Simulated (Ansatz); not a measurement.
# ZrS₂: energy above lowest point as volume scale varies

All results are calculated (Ansatz 0.2.0). Free energy against uniform scaling of the volume at fixed shape and fractions; periodic cell, basis, potentials, k mesh and filling as listed.

The cell before it is scaled or strained (space group P-3m1, No. 164):
```
cell vectors (Å)
   3.6914     0.0000     0.0000
  -1.8457     3.1968     0.0000
   0.0000     0.0000     6.0411
atoms (fractions of the cell vectors)
Zr  0.00000  0.00000  0.00000
S   0.66667  0.33333  0.76209
S   0.33333  0.66667  0.23791
```

Settings of every row: functional LDA; dispersion none; potentials all-electron LAPW; k mesh 6x6x4; k shift 0x0x0; occupations fixed; smearing width 0 eV; spin none; SCF threshold exponent -7.

Limits: a layered crystal: even scaling strains the bonds within the layers, so this curve is stiffer than the crystal under pressure; the cell comes from a prototype or a list of computed structures and needn't be the stable phase.

```
row  volume scale  V (Å³/atom)  energy above lowest point (meV/atom)
  1          0.92       21.862                                   7.5
  2          0.96       22.812                                     0
  3             1       23.763                                     ?
  4          1.04       24.714                                  51.7
  5          1.08       25.664                                 102.7
```

Question: what energy above lowest point should row 3 give?

Worked fit of energy above lowest point. Take u = (V_r/V)^(2/3) − 1 with V_r = 23.763 Å³ an atom, which is twice the finite (Eulerian) strain; such expansions in the strain, on which the Birch-Murnaghan equation of state is built, carry the rest volume and the bulk modulus. The shown rows have u = 0.05716, 0.0276, -0.02582, -0.05001. Least squares give energy above lowest point = 16.23 − 993.6 × u + 14710 × u² meV/atom; a straight line predicts inner rows, each left out in turn, worse (root mean square 24 against 0.027 meV/atom). All shown rows lie on it to the printed digit. Its lowest point lies at u = 0.0338, or V = 22.61 Å³ an atom, and the curvature there gives the bulk modulus at fixed shape and fractions, B = (4/9)(1 + u)² E″(u)/V = 99 GPa. Letting shape and atoms relax would as a rule lower it, by much in layered, chain or molecular crystals. The withheld row has u = 0, so the fit gives 16.23 − 993.6 × (0) + 14710 × (0)² = 16.2 meV/atom.

The calculation gave 16.3 meV/atom. The fit lies 0.1 meV/atom (0.097 % of the column's range) below it, one unit of the last digit.
